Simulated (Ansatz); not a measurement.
P, DFT, PBEsol, PAW with Ansatz's default frozen-core files, scalar-relativistic (Ansatz 0.2.0), run on 1 thread of Intel(R) Xeon(R) Platinum 8488C (Sapphire Rapids) on a shared host.

The cell comes from COD entry 1534547, which wasn't checked; take it as a given geometry. The listed cell was then made from it by scaling, straining or moving an atom.

Command: `ansatz run input.yaml --threads 1 --pin off --max-ram 3072MiB --backend cpu --events-out ev --progress --plain --runs-dir out`

```yaml
crystal:
  lattice:
    - [4.2729048574, -0.0427290486, -0.0427290486]
    - [-0.0427290486, 4.2729048574, -0.0427290486]
    - [-0.04378, -0.04378, 4.378]
  atoms:
    - { symbol: P, position: [0.0, 0.0, 0.0] }
kpoints:
  mp_grid: { grid: [10, 10, 9] }
scf:
  occupations: { method: fermi_dirac, width: 0.08 }
hamiltonian:
  xc: pbesol
  pseudopotentials: { kind: paw }
output:
  forces: true
  stress: true
  eigenvalues: true
  efg: { contact_densities: true }
```

Question: How large is the problem that the program sets up?

Answer: 251 irreducible k-points, 1553 plane waves at Γ, 7 bands.

Question: Estimate the wall time and the peak memory.

Answer: 5 s of wall time for 6 SCF iterations, with a peak of 0.49 GiB. Times on shared machines scatter by tens of per cent.

Question: And the same cell and mesh by all-electron PAW (datasets made for this crystal), asked for forces, stress, eigenvalues, efg, on the same hardware?

Answer: 7.1 s, peak memory 0.39 GiB.
